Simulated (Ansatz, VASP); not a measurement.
## Two plane-wave programs on AlGaN2

File INCAR:

```
SYSTEM = AlGaN2
ALGO = Normal
EDIFF = 1E-6
ENCUT = 520
GGA = CA
ISIF = 2
ISMEAR = 0
LASPH = .TRUE.
LCHARG = .FALSE.
LREAL = .FALSE.
LWAVE = .FALSE.
NBANDS = 21
NELM = 100
PREC = Accurate
SIGMA = 0.02
```

Contents of KPOINTS:

```
k-points
0
G
  8 8 6
  0 0 0
```

The input POSCAR:

```
AlGaN2
1.0
    2.9741454351      0.0000000000      0.0000000000
    0.0000000000      2.9741454351      0.0000000000
    0.0000000000      0.0000000000      4.1624451229
Al Ga N
1 1 2
Direct
    0.5000000000      0.5000000000      0.5000000000
    0.0000000000      0.0000000000      0.0000000000
    0.5000000000      0.0000000000      0.7392352156
    0.0000000000      0.5000000000      0.2607647844
```

Input for Ansatz:

```yaml
crystal:
  lattice:
    - [2.9741454351, 0.0, 0.0]
    - [0.0, 2.9741454351, 0.0]
    - [0.0, 0.0, 4.1624451229]
  atoms:
    - { symbol: Al, position: [0.5, 0.5, 0.5] }
    - { symbol: Ga, position: [0.0, 0.0, 0.0] }
    - { symbol: "N", position: [0.5, 0.0, 0.7392352156] }
    - { symbol: "N", position: [0.0, 0.5, 0.2607647844] }
basis:
  ecutwfc: 420
kpoints:
  mp_grid: { grid: [8, 8, 6] }
  band_path: { path: [VBM, CBM], npoints: 2 }
hamiltonian:
  xc: lda
scf:
  occupations: { method: gaussian, width: 0.02 }
output:
  forces: true
  stress: true
  eigenvalues: true
checkpoint:
  read: start.run
  write: ck
  compress: false
  write_wavefunctions: false
  write_every: 100000
```

Alike in both runs: task single point; functional LDA; k mesh 8 × 8 × 6; occupations gaussian, width 0.02 eV; no spin polarisation.

```csv
,VASP,Ansatz
version,VASP 6.6.1,Ansatz 0.2.0
potentials or method,"VASP PAW LDA potentials, release 64 (Al, Ga_d, N)","scalar-relativistic, plane waves, PAW"
plane-wave cutoff (eV),520,420
valence electrons in the cell,26,26
```

```csv
,VASP,Ansatz,Ansatz less VASP
gap on the k mesh at the Fermi level (eV),3.30,3.32,+0.021
least direct gap on the mesh (eV),3.63,3.65,+0.019
rms of the force components (eV/Å),0.010,0.000,-0.0097
```

Atom by atom the forces differ by 0.010 eV/Å (rms over components).

 A hybrid or GW would open this gap; LDA tends to underestimate it. A k mesh can miss the band edges.
